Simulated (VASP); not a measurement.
Wanted: the native input for a VASP 6.6.1 run.

```yaml
Task: relaxation of cell and atoms
Functional: r2SCAN
Potentials_or_basis: VASP PAW PBE potentials, release 64 (Li_sv, H, Se)
Cutoff: 600 eV
k_mesh: 8 × 8 × 8
Occupations: gaussian, width 0.03 eV
Spin: no spin polarisation
Further_INCAR_settings: ALGO = Normal; EDIFF = 1e-07; IBRION = 2; EDIFFG = -0.005; NSW = 90; ISIF = 3
```

The structure of Li3HSe lies in POSCAR:

```
Li3HSe                                  
1.0
    3.9202238517      0.0000000000     -0.0000000000
    0.0000000000      3.9202238517      0.0000000000
    0.0000000000      0.0000000000      3.9202238517
  Li              H               Se            
     3     1     1
Direct
     0.0000000000000000    0.5000000000000000    0.5000000000000000
     0.5000000000000000    0.0000000000000000    0.5000000000000000
     0.5000000000000000    0.5000000000000000    0.0000000000000000
     0.5000000000000000    0.5000000000000000    0.5000000000000000
     0.0000000000000000    0.0000000000000000    0.0000000000000000
```

The cell was built by a generator and needn't be a form met in nature.

These files were run (other wordings do the same):

INCAR

```
SYSTEM = Li3HSe
PREC = Accurate
ENCUT = 600
EDIFF = 1E-7
ISMEAR = 0
SIGMA = 0.03
LREAL = .False.
LASPH = .True.
NELM = 80
ALGO = Normal
ISIF = 3
LWAVE = .False.
LCHARG = .False.
METAGGA = R2SCAN
LMIXTAU = .True.
IBRION = 2
NSW = 90
EDIFFG = -0.005
```

KPOINTS

```
Automatic mesh
0
Gamma
  8 8 8
  0 0 0
```

Potentials or basis: VASP PAW PBE potentials, release 64 (Li_sv, H, Se).

Launch:

```bash
$ cat potpaw_PBE.64/Li_sv/POTCAR potpaw_PBE.64/H/POTCAR potpaw_PBE.64/Se/POTCAR > POTCAR
$ mpirun -np 1 vasp_std > vasp.out
```

Results of the run:

```yaml
Pressure_after_relaxing: 0.0 GPa
Band_gap_on_the_k_mesh: 4.37 eV, indirect (least direct gap 4.90 eV)
```

Caveat: the cutoff is under 1.25 times the usual one of these potentials, so pressure, stress and relaxed cells hold a basis-set (Pulay) error; the relaxation stopped at its first step, so nothing moved; the PAW data sets were made with another functional, which shifts forces and pressure a little.

It took 110 s on 1 thread of Intel(R) Xeon(R) Platinum 8375C CPU @ 2.90GHz (Ice Lake), with other jobs on the host, peak memory 0.2 GiB.
